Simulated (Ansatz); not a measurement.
**What a trial cell of GaSe₃ relaxes into**

Method: Ansatz, DFT PBE, scalar-relativistic, plane waves, PAW. Cutoff 420 eV, Γ-centred k mesh, Gaussian smearing, no spin polarisation in the final step.

The start puts GaSe₃ on the A15 structure type (Pm-3n, No. 223), with Ga in place of Si, Se in place of Cr, at a guessed volume.

```yaml
crystal:
  lattice:
    - [5.83710, 0.00000, 0.00000]
    - [0.00000, 5.83710, 0.00000]
    - [0.00000, 0.00000, 5.83710]
  atoms:
    - { symbol: Ga, position: [0.00000, 0.00000, 0.00000] }
    - { symbol: Ga, position: [0.50000, 0.50000, 0.50000] }
    - { symbol: Se, position: [0.00000, 0.50000, 0.25000] }
    - { symbol: Se, position: [0.00000, 0.50000, 0.75000] }
    - { symbol: Se, position: [0.25000, 0.00000, 0.50000] }
    - { symbol: Se, position: [0.75000, 0.00000, 0.50000] }
    - { symbol: Se, position: [0.50000, 0.75000, 0.00000] }
    - { symbol: Se, position: [0.50000, 0.25000, 0.00000] }
```

Cell and atoms relax at zero pressure; the relaxation can't lower the symmetry of the start. After a coarse first stage the cell is made exact in the group found at 0.06 Å.

Energies over the elements count from the elements' standard structures at the same level, with no empirical corrections.

What does it relax into?

It keeps Pm-3n (No. 223). The result has the A15 structure. Conventional cell: a = 5.527 Å. Around Ga lie 12 Se at 3.09 Å; Se is coordinated by 2 Se at 2.76 Å, 4 Ga at 3.09 Å and 8 Se at 3.38 Å.

```xyz
8
Lattice="5.5270 0.0000 0.0000 0.0000 5.5270 0.0000 0.0000 0.0000 5.5270" Properties=species:S:1:pos:R:3 pbc="T T T"
Ga    0.0000    0.0000    0.0000
Ga    2.7635    2.7635    2.7635
Se    0.0000    2.7635    1.3818
Se    0.0000    2.7635    4.1453
Se    1.3818    0.0000    2.7635
Se    4.1453    0.0000    2.7635
Se    2.7635    4.1453    0.0000
Se    2.7635    1.3818    0.0000
```

What are its volume, energy, density and gap?

The volume per atom is 21.10 Å³, the density is 6.03 g/cm³ and the energy over the elements is 0.42 eV/atom. The gap on the 8×8×8 mesh is 0 eV (a metal).

The final run used a 8×8×8 mesh on its 8-atom cell and 0.10 eV smearing. The k mesh leaves about 4 meV/atom of noise in metals. A structure relaxed within its symmetry needn't be a true minimum.

Cost: 3 runs of about 5.4 core-minutes in all, on Arm Neoverse N1 (shared hosts).